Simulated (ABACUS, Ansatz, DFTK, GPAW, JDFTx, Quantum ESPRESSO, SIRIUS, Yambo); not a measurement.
**NaCl: band gap by level of theory**

```cif
data_structure
_symmetry_space_group_name_H-M 'Fm-3m'
_symmetry_Int_Tables_number 225
_cell_length_a 5.5881
_cell_length_b 5.5881
_cell_length_c 5.5881
_cell_angle_alpha 90.000
_cell_angle_beta 90.000
_cell_angle_gamma 90.000
_cell_volume 174.50
loop_
_atom_site_label
_atom_site_type_symbol
_atom_site_symmetry_multiplicity
_atom_site_Wyckoff_symbol
_atom_site_fract_x
_atom_site_fract_y
_atom_site_fract_z
_atom_site_occupancy
Cl1 Cl 4 b 0.50000 0.00000 0.00000 1
Na1 Na 4 a 0.00000 0.00000 0.00000 1
```

The cell is a database's computed one, not the measured one.

| rung | level | program and potentials | cutoff (eV) | k mesh | task | core time | chip | band gap (eV) | notes |
| --- | --- | --- | --- | --- | --- | --- | --- | --- | --- |
| GGA | PBEsol | Ansatz, PAW datasets made for the crystal | 180 | 6 × 6 × 6 | single point | 2.6 s | Arm Neoverse V1 | 5.04 | 8 valence electrons an atom on average |
| GGA | PBEsol | Quantum ESPRESSO, GBRV 1.5 PBEsol | 612 | 8 × 8 × 8 | single point | 16 s | Arm Neoverse V2 | 5.04 | 8 valence electrons an atom on average |
| Hartree-Fock | Hartree-Fock on LDA | Yambo, PseudoDojo 0.4.1 SR LDA standard | 1197 | 6 × 6 × 6 | Hartree-Fock levels | 27 s | Arm Neoverse V2 | 13.77 | 8 valence electrons an atom on average |
| GGA | PBEsol | SIRIUS, all-electron FP-LAPW, apw+lo standard | - | 8 × 8 × 8 | single point | 27 s | Arm Neoverse V2 | 5.04 | - |
| Hartree-Fock | Hartree-Fock on PBEsol | Yambo, PseudoDojo 0.4.1 SR PBEsol standard | 1197 | 6 × 6 × 6 | Hartree-Fock levels | 31 s | Arm Neoverse V1 | 14.08 | 8 valence electrons an atom on average |
| GGA | PBEsol | GPAW, PAW data sets generated for this functional | 800 | 8 × 8 × 8 | single point | 33 s | Arm Neoverse N1 | 5.04 | 7 valence electrons an atom on average |
| GGA | PBEsol | SIRIUS, PseudoDojo 0.4.1 PBEsol standard (scalar relativistic) | 1202 | 8 × 8 × 8 | single point | 38 s | Arm Neoverse V1 | 5.04 | 8 valence electrons an atom on average |
| GGA | PBE | ABACUS, SSSP 1.3 efficiency PBE, plane waves | 748 | 6 × 6 × 6 | single point | 60 s | Intel Xeon 6975P-C Granite Rapids | 5.21 | 8 valence electrons an atom on average |
| GGA | PBEsol | JDFTx, PseudoDojo-SR-PBEsol-0.4.1-standard with smoothed tails | 1197 | 8 × 8 × 8 | single point | 80 s | AMD EPYC 7R43 Zen 3 | 5.04 | 8 valence electrons an atom on average |
| model potential | TB-mBJ | GPAW, GPAW PAW data sets for LDA (gpaw-data 1.2.1) | 800 | 8 × 8 × 8 | single point | 1.9 min | Arm Neoverse V2 | 8.27 | potentials made for LDA; 7 valence electrons an atom on average |
| GGA | PBEsol | DFTK, PseudoDojo SR PBEsol 0.4.1 standard (PBEsol) | 1197 | 8 × 8 × 8 | single point | 3.7 min | Intel Xeon Platinum 8375C Ice Lake | 5.04 | 8 valence electrons an atom on average |

Times are single runs on shared hosts and different chips, so they are rough; meshes, cutoffs and the tasks' sizes weigh on the time. All rows: no spin polarisation. Gaps are the least found on the k mesh or the band path, and a mesh can miss the band edges. Meshes differ between rows, which moves values too. All levels ran on this one cell, unrelaxed unless noted. Meshes are those of the run's cell of 2 atoms unless a note names another. Runs on faulty files, with rough fits or with known faults for this quantity aren't shown. No row holds spin-orbit coupling.

By rung: GGA 5.04 to 5.21; model potential 8.27; Hartree-Fock 13.77 to 14.08 (eV).
